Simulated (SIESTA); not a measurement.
Set up this calculation in SIESTA 5.4.2, as an ASE script.

```yaml
Task: band structure
Functional: PBEsol
Potentials_or_basis: PseudoDojo 0.4 standard (PBEsol files)
Basis: DZP (energy shift 0.003 Ry; two zetas on semicore shells)
Grid_cutoff: 800 Ry
Energy_shift: 0.003 Ry
k_mesh: 8 × 8 × 8
Occupations: fermi-dirac, width 0.05 eV
Spin: no spin polarisation
```

Crystal: GaSb.

```
CELL_PARAMETERS angstrom
0.00000 3.05900 3.05900
3.05900 0.00000 3.05900
3.05900 3.05900 0.00000
ATOMIC_POSITIONS crystal
Sb 0.75000 0.75000 0.75000
Ga 0.00000 0.00000 0.00000
```

These files were run (other wordings do the same):

run.py

```python
from ase import Atoms
from ase.calculators.siesta import Siesta
from ase.units import Ry, GPa

atoms = Atoms(
    ['Sb', 'Ga'],
    cell=[
        [0.0, 3.059, 3.059],
        [3.059, 0.0, 3.059],
        [3.059, 3.059, 0.0],
    ],
    scaled_positions=[
        [0.75, 0.75, 0.75],
        [0.0, 0.0, 0.0],
    ],
    pbc=True,
)

fdf = {
    'SCFMustConverge': False,
    'OccupationFunction': 'FD',
    'ElectronicTemperature': '0.05 eV',
    'MaxSCFIterations': '120',
    'SCF.Mixer.Method': 'Pulay',
    'SCF.Mixer.Weight': '0.25',
    'SCF.Mixer.History': '8',
    'SCF.DM.Tolerance': '5.0e-05',
    'SCF.H.Tolerance': '1.0e-03 eV',
    'WriteForces': 'true',
    'Charge.Mulliken': 'end',
    'BandLinesScale': 'ReciprocalLatticeVectors',
    'BandLines': ['  1    0.000000   0.000000   0.000000  \\Gamma', ' 12    0.500000   0.000000   0.500000  X', '  6    0.500000   0.250000   0.750000  W', '  4    0.375000   0.375000   0.750000  K', ' 13    0.000000   0.000000   0.000000  \\Gamma', ' 11    0.500000   0.500000   0.500000  L', '  8    0.625000   0.250000   0.625000  U', '  4    0.500000   0.250000   0.750000  W', '  9    0.500000   0.500000   0.500000  L', '  8    0.375000   0.375000   0.750000  K', '  1    0.625000   0.250000   0.625000  U', '  4    0.500000   0.000000   0.500000  X'],
    'PAO.Basis': ['Sb.1 4', 'n=5 0 2', '  5.972 0.000', 'n=5 1 2', '  7.842 0.000', 'n=4 2 2', '  3.490 0.000', 'n=5 2 1', '  7.842', 'Ga.2 4', 'n=4 0 2', '  6.562 0.000', 'n=4 1 2', '  9.354 0.000', 'n=3 2 2', '  3.582 0.000', 'n=4 2 1', '  9.354'],
}
calc = Siesta(
    label="GaSb",
    command="siesta < PREFIX.fdf > PREFIX.out",
    pseudo_path="pseudos",
    pseudo_qualifier="",
    xc=('GGA', 'PBEsol'),
    basis_set="DZP",
    mesh_cutoff=800 * Ry,
    energy_shift=0.003 * Ry,
    kpts=[8, 8, 8],
    spin="non-polarized",
    fdf_arguments=fdf,
)
atoms.calc = calc

print(f"energy = {atoms.get_potential_energy():.6f} eV")
free = atoms.get_potential_energy(force_consistent=True)
print(f"free energy = {free:.6f} eV")
print("forces (eV/A):")
print(atoms.get_forces(apply_constraint=False).round(6))
print("stress (GPa, Voigt order, tension positive):", (atoms.get_stress() / GPa).round(4))
```

Potentials or basis: PseudoDojo 0.4 standard (PBEsol files), DZP (energy shift 0.003 Ry; two zetas on semicore shells).

The run is started by

```bash
$ python run.py
```

It gave:

- Pressure: 0.1 GPa
- Band gap on the k mesh: 0.08 eV, direct
- Band gap along the path: 0.08 eV, direct

Caveat: spin-orbit coupling is left out, which moves the levels of the heavy elements; the basis of atomic orbitals isn't converged, which shifts pressures, moduli and gaps.

It took 74 s on 1 thread of Arm Neoverse V1, on a shared host, peak memory 0.38 GiB.
